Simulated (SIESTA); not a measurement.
# AlRu under changes of volume

One of the cells (13.387 Å³/atom); the others are scaled copies at fixed shape and fractional positions:

```xyz
2
Lattice="2.9916 0.0000 0.0000 0.0000 2.9916 0.0000 0.0000 0.0000 2.9916" Properties=species:S:1:pos:R:3 pbc="T T T"
Ru    1.4958    1.4958    1.4958
Al    0.0000    0.0000    0.0000
```

- Program: SIESTA 5.4.2
- Functional: PBEsol
- Potentials or basis: PseudoDojo 0.4 standard (PBEsol files)
- Basis: DZP (energy shift 0.003 Ry; two zetas on semicore shells)
- Grid cutoff: 800 Ry
- Energy shift: 0.003 Ry
- k mesh: 9 × 9 × 9
- Occupations: fermi-dirac, width 0.05 eV
- Spin: no spin polarisation

```tsv
volume (Å³/atom)	energy over the lowest point (meV/atom)	pressure (GPa)
12.584	27.15	13.5
12.851	9.47	7.9
13.119	?	?
13.387	0.00	-1.7
13.655	6.51	-5.8
13.922	19.35	-9.3
14.190	37.85	-12.6
```

Question: What does the run at 13.119 Å³/atom give?

Answer: Energy over the lowest point 0.75 meV/atom; pressure 2.9 GPa.

Worked out: A Birch-Murnaghan fit of order 3 (a polynomial in V^(-2/3)) to the other rows has its minimum at 13.28 Å³/atom with B0 = V·E''(V) = 223 GPa and B' = 4.8. It gives 0.71 meV/atom at 13.119 Å³/atom, against the run's 0.75, and -dE/dV = 2.7 GPa, against 2.9.

Energies are extrapolated to zero smearing.

Caveats: the basis of atomic orbitals isn't converged, which shifts pressures, moduli and gaps.
